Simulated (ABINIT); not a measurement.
Crystal: PtS2.

```xyz
3
Lattice="3.5432 0.0000 0.0000 -1.7716 3.0685 0.0000 0.0000 0.0000 5.0388" Properties=species:S:1:pos:R:3 pbc="T T T"
Pt    0.0000    0.0000    0.0000
S     1.7716    1.0228    3.8950
S     0.0000    2.0457    1.1438
```

```yaml
Program: ABINIT 10.8.3 (patched build)
Task: single point
Functional: PBE
Potentials_or_basis: JTH PAW PBE v2.0
Cutoff: 544 eV
k_mesh: 9 × 9 × 5
Occupations: fermi-dirac, width 0.05 eV
Spin: no spin polarisation
```

On this cell: pressure 12.3 GPa; largest force 1.367 eV/Å; band gap on the k mesh 0.98 eV, indirect (least direct gap 1.03 eV).

The same run follows on a disturbed copy (atoms moved at random, drawn with an rms of 0.05 Å):

```
Pt S
1.0
     3.54320    0.00000    0.00000
    -1.77160    3.06850    0.00000
     0.00000    0.00000    5.03880
Pt S
1 2
Cartesian
  0.0095 -0.0200 0.0506
  1.7774 1.0159 3.8884
  -0.0024 2.0604 1.1809
```

Question: What does the disturbed cell give?

Answer: The energy moves by -10.3 meV/atom; pressure 10.5 GPa; largest force 1.499 eV/Å; band gap on the k mesh 0.86 eV, indirect (least direct gap 0.99 eV).

Forces on the atoms (eV/Å):
```
Pt  -0.175  0.496 -0.754
S    0.023 -0.095 -0.682
S    0.152 -0.401  1.436
```

Stress tensor (GPa, compression positive):
```
11.84 -0.25  0.40
-0.25 10.60 -0.93
 0.40 -0.93  9.11
```

Caveats: spin-orbit coupling is left out, which moves the levels of the heavy elements; an odd mesh through Γ misses points on the zone boundary, where band edges often lie; forces of over 1 eV/Å show positions far from the minimum, so gaps and moduli don't describe the material at rest (some runs); the atomic spheres overlap (some runs).
